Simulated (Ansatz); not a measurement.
The system is Al2O3.

```
CELL_PARAMETERS angstrom
4.61378 0.00000 0.00000
0.00000 9.56328 0.00000
0.00000 0.00000 3.11986
ATOMIC_POSITIONS crystal
Al 0.98298 0.82457 0.00000
Al 0.01702 0.17543 0.00000
Al 0.48297 0.67543 0.50000
Al 0.51702 0.32457 0.50000
O 0.50000 0.50000 0.50000
O 0.12363 0.75305 0.50000
O 0.37637 0.25305 0.00000
O 0.62364 0.74695 0.00000
O 0.00000 0.00000 0.00000
O 0.87636 0.24695 0.50000
```

Measurements of this composition are mostly on another form, of space group No. 167.

```yaml
Program: Ansatz 0.2.0
Task: relaxation of cell and atoms
Functional: BLYP
Potentials_or_basis: Ansatz PAW
Cutoff: "420 eV (not typed: the program's choice for these potentials)"
k_mesh: 6 × 3 × 9
Occupations: fermi-dirac, width 0.05 eV
Spin: no spin polarisation
```

At the start: volume 13.77 Å³/atom.

Q: Where does the relaxation end?

A: It ends after 13 steps and the volume is 14.03 Å³/atom (+1.9 %); space group Pnnm (No. 58, to 0.05 Å).

Step by step:
```csv
step,energy change (eV),largest force (eV/Å),volume (Å³)
1,0.0000,0.2063,137.66
2,-0.0853,0.1555,139.54
3,-0.1591,0.1218,141.50
4,-0.1851,0.2615,140.72
5,-0.1978,0.0083,140.31
6,-0.1995,0.0434,140.13
7,-0.2009,0.0068,139.85
8,-0.2007,0.0003,139.91
9,-0.2156,0.0012,139.91
10,-0.2152,0.0024,140.18
11,-0.2163,0.0025,140.18
12,-0.2159,0.0011,140.30
13,-0.2163,0.0011,140.30
```

Final structure:
```
CELL_PARAMETERS angstrom
4.74800 0.00000 0.00000
0.00000 9.71574 0.00000
0.00000 0.00000 3.04128
ATOMIC_POSITIONS crystal
Al 0.06117 0.82890 0.00000
Al 0.93883 0.17110 0.00000
Al 0.56117 0.67110 0.50000
Al 0.43883 0.32890 0.50000
O 0.50000 0.50000 0.50000
O 0.23630 0.77142 0.50000
O 0.26370 0.27142 0.00000
O 0.73630 0.72858 0.00000
O 0.00000 0.00000 0.00000
O 0.76370 0.22858 0.50000
```

Caveat: the plane-wave basis is chosen anew once the cell has moved, so the energies of steps on either side of that aren't comparable; the pressure holds a Pulay correction of +0.6 GPa for the finite cutoff; the PAW data sets come from PBE, with cores solved anew for the run's functional, which leaves a small shift of forces and pressure.
